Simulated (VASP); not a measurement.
# SnO2 (Cassiterite) (P4_2/mnm) in VASP: notebook, part 2 of 2

VASP 6.6.1. The steps go on from the part before.

**4. Single point, LDA**

Contents of INCAR:

```
SYSTEM = SnO2
PREC = Accurate
ENCUT = 400
EDIFF = 1E-7
ISMEAR = 0
SIGMA = 0.05
LREAL = .False.
LASPH = .True.
NELM = 100
ALGO = Normal
ISIF = 2
LWAVE = .False.
LCHARG = .False.
GGA = CA
NBANDS = 35
ADDGRID = .False.
```

Contents of KPOINTS:

```
Automatic mesh
0
Gamma
  2 2 3
  0 0 0
```

Contents of POSCAR:

```
SnO2
1.0
    4.7380000000      0.0000000000      0.0000000000
    0.0000000000      4.7380000000      0.0000000000
    0.0000000000      0.0000000000      3.1865000000
Sn O
2 4
Direct
    0.5000000000      0.5000000000      0.5000000000
    0.0000000000      0.0000000000      0.0000000000
    0.8071000000      0.1929000000      0.5000000000
    0.6929000000      0.6929000000      0.0000000000
    0.1929000000      0.8071000000      0.5000000000
    0.3071000000      0.3071000000      0.0000000000
```

Potentials or basis: VASP PAW LDA potentials, release 64 (Sn_d, O).

Run with:

```bash
$ cat potpaw_LDA.64/Sn_d/POTCAR potpaw_LDA.64/O/POTCAR > POTCAR
$ mpirun -np 1 vasp_std > vasp.out
```

OUTCAR:

```text
SYSTEM = SnO2
   PREC = Accurate
   ENCUT = 400
   EDIFF = 1E-7
   ISMEAR = 0
   LREAL = .False.
   LASPH = .True.
   NELM = 100
   ISIF = 2
   GGA = CA

 Found      6 irreducible k-points:

 Following reciprocal coordinates:
            Coordinates               Weight
  0.000000  0.000000  0.000000      1.000000
  0.500000  0.000000  0.000000      2.000000
  0.500000  0.500000  0.000000      1.000000
  0.000000  0.000000  0.333333      2.000000
  0.500000  0.000000  0.333333      4.000000
  0.500000  0.500000  0.333333      2.000000
   k-points           NKPTS =      6   k-points in BZ     NKDIM =      6   number of bands    NBANDS=     35
   number of dos      NEDOS =    301   number of ions     NIONS =      6
   total plane-waves  NPLWV =  24576
   dimension x,y,z NGX =    32 NGY =   32 NGZ =   24
   dimension x,y,z NGXF=    64 NGYF=   64 NGZF=   48
   ions per type =               2   4
   NGX,Y,Z   is equivalent  to a cutoff of  11.23, 11.23, 12.52 a.u.
   NGXF,Y,Z  is equivalent  to a cutoff of  22.46, 22.46, 25.04 a.u.
 SYSTEM =  SnO2
   PREC   = accura    normal or accurate (medium, high low for compatibility)
   ISTART =      0    job   : 0-new  1-cont  2-samecut
   ICHARG =      2    charge: 1-file 2-atom 10-const
   ISPIN  =      1    spin polarized calculation?
   LNONCOLLINEAR =      F non collinear calculations
   LSORBIT =      F    spin-orbit coupling
   LASPH  =      T    aspherical Exc in radial PAW
   ENCUT  =  400.0 eV  29.40 Ry    5.42 a.u.   7.73  7.73  5.20*2*pi/ulx,y,z
   NELM   =    100;   NELMIN=  2; NELMDL= -5     # of ELM steps
   EDIFF  = 0.1E-06   stopping-criterion for ELM
   LREAL  =      F    real-space projection
   EDIFFG = 0.1E-05   stopping-criterion for IOM
   NSW    =      0    number of steps for IOM
   IBRION =     -1    ionic relax: 0-MD 1-quasi-New 2-CG
   NFREE  =      0    steps in history (QN), initial steepest desc. (CG)
   ISIF   =      2    stress and relaxation
   ISYM   =      2    0-nonsym 1-usesym 2-fastsym
   POTIM  = 0.5000    time-step for ionic-motion
   TEBEG  =    0.0;   TEEND  =   0.0 temperature during run
   PSTRESS=    0.0 pullay stress
   NELECT =      52.0000    total number of electrons
   NUPDOWN=      -1.0000    fix difference up-down
   EMIN   =  10.00;   EMAX   =-10.00  energy-range for DOS
   EFERMI =   0.00;   METHOD = LEGACY
   ISMEAR =     0;   SIGMA  =   0.05  broadening in eV -4-tet -1-fermi 0-gaus
   EFERMI_NEDOS =   21; number of points for ismear=-14 and -15
   IALGO  =     38    algorithm
   IMIX   =      4    mixing-type and parameters
     AMIX     =   0.40;   BMIX     =  1.00
     AMIX_MAG =   1.60;   BMIX_MAG =  1.00
  volume/ion in A,a.u.               =      11.92        80.45
  Fermi-wavevector in a.u.,A,eV,Ry     =   1.472000  2.781677 29.480903  2.166785
  Thomas-Fermi vector in A             =   2.587068
   LORBIT       =      0    0 simple, 1 ext, 2 COOP (PROOUT), +10 PAW based schemes
   GGA     = CA    functional components
   LHFCALC =     F    Hartree Fock is set to
   AEXX    =    0.0000 exact exchange contribution
   IVDW    =     0    specifies the selected vdW correction
   LEPSILON=     F    determine dielectric tensor
   LRPA    =     F    only Hartree local field effects (RPA)
 non-spin polarized calculation
 Gauss-broadening in eV      SIGMA  =   0.05
  energy-cutoff  :      400.00
  volume of cell :       71.53
 maximum number of plane-waves:      1316
 NGX is ok and might be reduce to    32
   NGX = 15   NGY = 15   NGZ = 11

 number of electron      51.9999984 magnetization

 Free energy of the ion-electron system (eV)
  ---------------------------------------------------
  ext. energy  EPLUGINS =         0.00000000
  ---------------------------------------------------
  free energy    TOTEN  =       -42.26045043 eV

  energy without entropy =      -42.26045043  energy(sigma->0) =      -42.26045043

 E-fermi :   6.1935     XC(G=0): -11.7963

 val. band max:        5.8793088888   @ k =   0.0000   0.0000   0.0000
 cond. band min:       7.0297340032   @ k =   0.0000   0.0000   0.0000
 fundamental gap:      1.1504251144
 Fermi energy:         6.1935427822

 k-point     1 :       0.0000    0.0000    0.0000
  band No.  band energies     occupation
      1     -15.1473      2.00000
      2     -14.4047      2.00000
      3     -14.1178      2.00000
      4     -14.0997      2.00000
      5     -14.0997      2.00000
      6     -14.0046      2.00000
[... 27 lines left out ...]
     34      17.7178      0.00000
     35      18.2140      0.00000

 k-point     2 :       0.5000    0.0000    0.0000
  band No.  band energies     occupation
      1     -14.8027      2.00000
      2     -14.8027      2.00000
      3     -14.1089      2.00000
      4     -14.1089      2.00000
      5     -14.0919      2.00000
      6     -14.0919      2.00000
[... 27 lines left out ...]
     34      18.0238      0.00000
     35      18.2491      0.00000

 k-point     3 :       0.5000    0.5000    0.0000
  band No.  band energies     occupation
      1     -14.8928      2.00000
      2     -14.8928      2.00000
      3     -14.1024      2.00000
      4     -14.1024      2.00000
      5     -14.0893      2.00000
      6     -14.0893      2.00000
[... 27 lines left out ...]
     34      17.9292      0.00000
     35      18.3517      0.00000

 k-point     4 :       0.0000    0.0000    0.3333
  band No.  band energies     occupation
      1     -14.7316      2.00000
      2     -14.7316      2.00000
      3     -14.7060      2.00000
      4     -14.1859      2.00000
      5     -13.9412      2.00000
      6     -13.9252      2.00000
[... 27 lines left out ...]
     34      17.1450      0.00000
     35      18.1123      0.00000

 k-point     5 :       0.5000    0.0000    0.3333
  band No.  band energies     occupation
      1     -14.9390      2.00000
      2     -14.9390      2.00000
      3     -14.1926      2.00000
      4     -14.1926      2.00000
      5     -13.9600      2.00000
      6     -13.9600      2.00000
[... 27 lines left out ...]
     34      17.9664      0.00000
     35      17.9968      0.00000

 k-point     6 :       0.5000    0.5000    0.3333
  band No.  band energies     occupation
      1     -14.7445      2.00000
      2     -14.7445      2.00000
      3     -14.5168      2.00000
      4     -14.5168      2.00000
      5     -13.9244      2.00000
      6     -13.9244      2.00000
[... 27 lines left out ...]
     34      16.6342      0.00000
     35      18.6076      0.00000

------------------------ aborting loop because EDIFF is reached ----------------------------------------

  FORCE on cell =-STRESS in cart. coord.  units (eV):
  Direction    XX          YY          ZZ          XY          YZ          ZX
  --------------------------------------------------------------------------------------
  -------------------------------------------------------------------------------------
  Total       -2.7343857     -2.7343857     -1.7513721      0.0000000      0.0000000      0.0000000
  in kB      -61.2443903    -61.2443903    -39.2269898      0.0000000      0.0000000      0.0000000
  external PRESSURE =     -53.9052568 kB  Pullay stress =       0.0000000 kB

 VOLUME and BASIS-vectors are now :
 -----------------------------------------------------------------------------
  energy-cutoff  :      400.00
  volume of cell :       71.53
      direct lattice vectors                 reciprocal lattice vectors
     4.738000000  0.000000000  0.000000000     0.211059519  0.000000000  0.000000000
     0.000000000  4.738000000  0.000000000     0.000000000  0.211059519  0.000000000
     0.000000000  0.000000000  3.186500000     0.000000000  0.000000000  0.313823945

 POSITION                                       TOTAL-FORCE (eV/Angst)
 -----------------------------------------------------------------------------------
      2.36900      2.36900      1.59325        -0.000000     -0.000000     -0.000000
      0.00000      0.00000      0.00000        -0.000000     -0.000000     -0.000000
      3.82404      0.91396      1.59325        -0.129797      0.129797     -0.000000
      3.28296      3.28296      0.00000         0.129797      0.129797     -0.000000
      0.91396      3.82404      1.59325         0.129797     -0.129797     -0.000000
      1.45504      1.45504      0.00000        -0.129797     -0.129797      0.000000
 -----------------------------------------------------------------------------------
    total drift:                                0.000000     -0.000000     -0.000000

  FREE ENERGIE OF THE ION-ELECTRON SYSTEM (eV)
  ---------------------------------------------------
  free  energy   TOTEN  =       -42.2604504255 eV

  energy  without entropy=      -42.2604504255  energy(sigma->0) =      -42.26045043
```

OSZICAR:

```text
N       E                     dE             d eps       ncg     rms          rms(c)
DAV:   1     0.548584897814E+03    0.54858E+03   -0.22144E+04   472   0.199E+03
DAV:   2     0.367244972361E+02   -0.51186E+03   -0.48566E+03   460   0.532E+02
DAV:   3    -0.442965097738E+02   -0.81021E+02   -0.80041E+02   455   0.188E+02
DAV:   4    -0.482577114292E+02   -0.39612E+01   -0.39348E+01   546   0.452E+01
DAV:   5    -0.483629376069E+02   -0.10523E+00   -0.10494E+00   509   0.763E+00    0.156E+01
DAV:   6    -0.423478334362E+02    0.60151E+01   -0.16314E+01   641   0.610E+01    0.640E+00
DAV:   7    -0.423574479641E+02   -0.96145E-02   -0.18539E+00   480   0.744E+00    0.321E+00
DAV:   8    -0.422738820549E+02    0.83566E-01   -0.19493E-01   649   0.398E+00    0.695E-01
DAV:   9    -0.422603122736E+02    0.13570E-01   -0.29583E-02   680   0.281E+00    0.125E-01
DAV:  10    -0.422604344423E+02   -0.12217E-03   -0.29407E-03   511   0.403E-01    0.489E-02
DAV:  11    -0.422604502814E+02   -0.15839E-04   -0.11800E-04   664   0.103E-01    0.201E-02
DAV:  12    -0.422604525287E+02   -0.22473E-05   -0.10346E-05   519   0.238E-02    0.121E-02
DAV:  13    -0.422604503636E+02    0.21651E-05   -0.67606E-06   600   0.375E-02    0.111E-03
DAV:  14    -0.422604504255E+02   -0.61897E-07   -0.72138E-07   484   0.621E-03
   1 F= -.42260450E+02 E0= -.42260450E+02  d E =-.165123E-19
```

It took 10 s on 1 thread of Intel Xeon Platinum 8488C (Sapphire Rapids), shared host; peak memory 0.14 GiB.

The run converged, but some of its settings lie outside the range that counts as converged, so its numbers aren't taken as properties of the crystal.

What came out:

| Quantity | Value |
| --- | --- |
| Free energy | -42.2605 eV |
| Largest force | 0.184 eV/Å |
| Band gap on the k mesh | 1.15 eV, direct |

Caveat: the k mesh is coarse (spacing up to 0.66 Å⁻¹), so the values aren't converged; the cutoff is under 1.25 times the usual one of these potentials, so pressure, stress and relaxed cells hold a basis-set (Pulay) error; spin-orbit coupling is left out, which moves the levels of the heavy elements.

**5. Single point, LDA**

INCAR: that of step 4 with these lines changed.

```diff
@@ -2,3 +2,3 @@
 PREC = Accurate
-ENCUT = 400
+ENCUT = 600
 EDIFF = 1E-7
```

Contents of KPOINTS:

```
Automatic mesh
0
Gamma
  2 2 2
  0 0 0
```

POSCAR is that of step 4.

Run with:

```bash
$ cat potpaw_LDA.64/Sn_d/POTCAR potpaw_LDA.64/O/POTCAR > POTCAR
$ mpirun -np 1 vasp_std > vasp.out
```

Run time: 22 s. Hardware: 1 thread of Intel Xeon Platinum 8488C (Sapphire Rapids), shared host; peak memory 0.17 GiB.

The run converged, but some of its settings lie outside the range that counts as converged, so its numbers aren't taken as properties of the crystal.

What came out:

```
Free energy            : -41.7212 eV
Pressure               : 0.1 GPa
Largest force          : 0.290 eV/Å
Band gap on the k mesh : 1.12 eV, direct
```

Caveat: the k mesh is coarse (spacing up to 0.99 Å⁻¹), so the values aren't converged; spin-orbit coupling is left out, which moves the levels of the heavy elements.

**6. For comparison**

An earlier run on the cell as given: functional PBEsol; potentials or basis VASP PAW PBE potentials, release 64 (Sn_d, O); cutoff 520 eV; k mesh 6 × 6 × 8; occupations fermi-dirac, width 0.05 eV; no spin polarisation.

* Pressure: 5.4 GPa
* Largest force: 0.229 eV/Å
* Band gap on the k mesh: 1.18 eV, direct
